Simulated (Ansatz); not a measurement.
A run of Ansatz 0.2.0 is set up as follows.

Contents of input.yaml:

```yaml
crystal:
  lattice:
    - [3.6913825498, 0.0, 0.0]
    - [-1.8456912749, 3.1968310632, 0.0]
    - [0.0, 0.0, 6.04107701]
  atoms:
    - { symbol: Zr, position: [0.0, 0.0, 0.0] }
    - { symbol: S, position: [0.3333333333, 0.6666666667, 0.23790997] }
    - { symbol: S, position: [0.6666666667, 0.3333333333, 0.76209003] }
hamiltonian:
  xc: pbe
  pseudopotentials: { kind: paw }
kpoints:
  mp_grid: { grid: [8, 8, 5] }
scf:
  occupations: { method: fermi_dirac, width: 0.05 }
basis:
  ecutwfc: "250 eV"
output:
  forces: true
  stress: true
  eigenvalues: true
```

Potentials or basis: Ansatz PAW.

Run with:

```sh
$ ansatz run input.yaml --threads 2 --pin off --max-ram 5120MiB --backend cpu --events-out ev --progress --plain --runs-dir out
```

Estimate the pressure.

1.0 GPa.

What does it give for the band gap on the k mesh?

1.05 eV, indirect (least direct gap 1.63 eV).

What does it give for the largest force?

0.111 eV/Å.

Stress tensor (GPa, compression positive):
```
0.72 0.00 0.00
0.00 0.72 0.00
0.00 0.00 1.65
```

Caveat: odd divisions of the mesh miss points on the zone boundary, where band edges often lie, so the gap on the mesh can be too wide; the pressure holds a Pulay correction of +4.8 GPa for the finite cutoff; this functional lacks dispersion, which binds the layers, so the pressure and a relaxed spacing across them are unreliable; the cutoff lies under the one recommended for these potentials.

The gap isn't set beside the measured one, since this odd mesh misses points on the zone boundary.
